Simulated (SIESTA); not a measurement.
The system is Fe.

```
Fe
1.0
     0.00000    1.94174    1.96511
     1.49844    0.00000    1.96511
     1.49844    1.94174    0.00000
Fe
1
Cartesian
  0.0000 0.0000 0.0000
```

Base run:

| Property | Result |
| --- | --- |
| Program | SIESTA 5.4.2 |
| Functional | PBE |
| Potentials or basis | PseudoDojo 0.4 standard (PBE files) |
| Basis | DZP (energy shift 0.003 Ry; two zetas on semicore shells) |
| Grid cutoff | 800 Ry |
| Energy shift | 0.003 Ry |
| k mesh | 13 × 13 × 13 |
| Occupations | fermi-dirac, width 0.05 eV |
| Spin | collinear spin, ferromagnetic start |
| Starting moments | [3.0] μB |
| Fixed moment | 1 μB |

Its results: pressure -16.0 GPa; site moments Fe +1.00 μB.

The run is repeated on the same cell with these changes: fixed moment from 1 μB to 2 μB. What comes out?

Pressure -5.0 GPa; site moments Fe +2.00 μB.

Caveats: short orbitals over semicore shells can move pressures by several GPa; the basis of atomic orbitals isn't converged, which shifts pressures, moduli and gaps; the total moment is fixed, so each spin has its own Fermi level; the moment is held away from its start (some runs).
